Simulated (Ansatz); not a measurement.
ZrH:

```
Zr H
1.0
    -1.64391    1.64391    2.50440
     1.64391   -1.64391    2.50440
     1.64391    1.64391   -2.50440
Zr H
1 1
Cartesian
  0.0000 0.0000 0.0000
  0.0000 1.6439 1.2522
```

The cell comes from a database or a generator and needn't be the stable form of this composition.

Base run:

- Program: Ansatz 0.2.0
- Functional: LDA
- Potentials or basis: Ansatz PAW
- Cutoff: 420 eV (not typed: the program's choice for these potentials)
- k mesh: 11 × 11 × 11
- Occupations: fermi-dirac, width 0.05 eV
- Spin: no spin polarisation
- Hubbard terms: Zr d U = 6 eV

Its results: band gap on the k mesh none (metal or under the smearing width); pressure -0.6 GPa.

**Question.** The run is repeated on the same cell with these changes: hubbard terms from Zr d U = 6 eV to Zr d U = 8 eV. What comes out?

**Answer.** Band gap on the k mesh none (metal or under the smearing width); pressure 5.4 GPa.

Caveats: U without spin polarisation on a metal has little footing; the PAW data sets come from PBE, with cores solved anew for the run's functional, which leaves a small shift of forces and pressure; the U is typed as a test and isn't derived for this compound.
